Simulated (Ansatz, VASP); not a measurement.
# One calculation of Cs, two programs

```xyz
1
Lattice="-2.8841 2.8841 2.8841 2.8841 -2.8841 2.8841 2.8841 2.8841 -2.8841" Properties=species:S:1:pos:R:3 pbc="T T T"
Cs    0.0000    0.0000    0.0000
```

Alike in both runs: task single point; functional LDA; k mesh 8 × 8 × 8; no spin polarisation.

```csv
,VASP,Ansatz
version,VASP 6.6.1,Ansatz 0.2.0
potentials or method,"VASP PAW LDA potentials, release 64 (Cs_sv)","plane waves (420 eV) with PAW, scalar-relativistic"
plane-wave cutoff (eV),520,420
occupations,"methfessel-paxton of order 1, width 0.6 eV","cold, width 0.6 eV"
valence electrons in the cell,9,9
```

|  | VASP | Ansatz | Ansatz less VASP |
| --- | --- | --- | --- |
| pressure (GPa) | 0.0 | 0.0 | 0.00 |

Ansatz warned: «pseudo_functional_mismatch».

Spin-orbit coupling is left out, which matters for the levels of Cs.
